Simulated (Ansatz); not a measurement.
# InSe: the cost of one run

Computed with Ansatz 0.2.0 (DFT PBEsol, scalar-relativistic, plane waves, PAW, unless a step's input says otherwise).

The COD entry's cell or inner coordinates are ideal or old and differ from later refinements, so a difference from it is no clean test against experiment.

1 further run of the same task is left out (set aside as unsound or not needed).

### 1 The starting structure

It takes space group R3m (No. 160, trigonal). The conventional cell has a = 4.009 Å, b = 4.009 Å, c = 25.289 Å, α = 90.00°, β = 90.00°, γ = 120.00°. Around In (site symmetry 3m) lie 3 Se at 2.64 Å and 1 In at 2.78 Å. Around Se (site symmetry 3m) lie 3 In at 2.64 Å.

Structure file:

```
In Se
1.0
     2.00445    1.15727    8.42960
    -2.00445    1.15727    8.42960
     0.00000   -2.31454    8.42960
In Se
2 2
Direct
  0.00077 0.00077 0.00077
  0.11057 0.11057 0.11057
  0.61693 0.61693 0.61693
  0.82773 0.82773 0.82773
```

This cell was relaxed beforehand with the same method: volume 29.33 Å³/atom, gap on the mesh 0.37 eV.

### 2 Electronic structure at the relaxed geometry

File input.yaml:

```yaml
crystal:
  lattice:
    - [2.004454618, 1.1572724133, 8.4295996907]
    - [-2.004454618, 1.1572724133, 8.4295996907]
    - [0.0, -2.3145448266, 8.4295996907]
  atoms:
    - { symbol: In, position: [0.0007716448, 0.0007716448, 0.0007716448] }
    - { symbol: In, position: [0.1105681899, 0.1105681899, 0.1105681899] }
    - { symbol: Se, position: [0.6169296245, 0.6169296245, 0.6169296245] }
    - { symbol: Se, position: [0.8277305408, 0.8277305408, 0.8277305408] }
basis:
  ecutwfc: 420
kpoints:
  mp_grid: { grid: [12, 12, 12] }
  band_path:
    path:
      - [[0.0, 0.0, 0.0], [-0.5, -0.5, -0.5], [-0.5, -0.17923177, -0.82076823]]
      - [[-0.17923177, 0.17923177, -0.5], [0.0, 0.0, -0.5], [0.0, 0.0, 0.0], [0.0, 0.33961588, -0.33961588]]
      - [[-0.33961588, 0.0, -0.66038412], [-0.5, 0.0, -0.5], [0.0, 0.0, 0.0]]
    npoints: 14
hamiltonian:
  xc: pbesol
scf:
  occupations: { method: gaussian, width: 0.02 }
  n_extra_bands: 10
output:
  forces: true
  stress: true
  eigenvalues: true
  populations: true
  dos: { projected: true, de: 0.02, nscf_kmesh: { grid: [18, 18, 18] } }
  bader: true
  write_density: true
  write_potential: true
  elf: true
  volumetric_format: npy
```

Command:

```bash
> ansatz run input.yaml --threads 4 --pin off --max-ram 10240MiB --backend cpu --events-out ev --progress --plain --runs-dir out
```

**Question.** How long does this run take on 4 threads of Intel Xeon at 2.50GHz (Skylake/Cascade Lake), shared host, and how much memory does it need?

About 2.4 min, with a peak of 1.6 GiB.
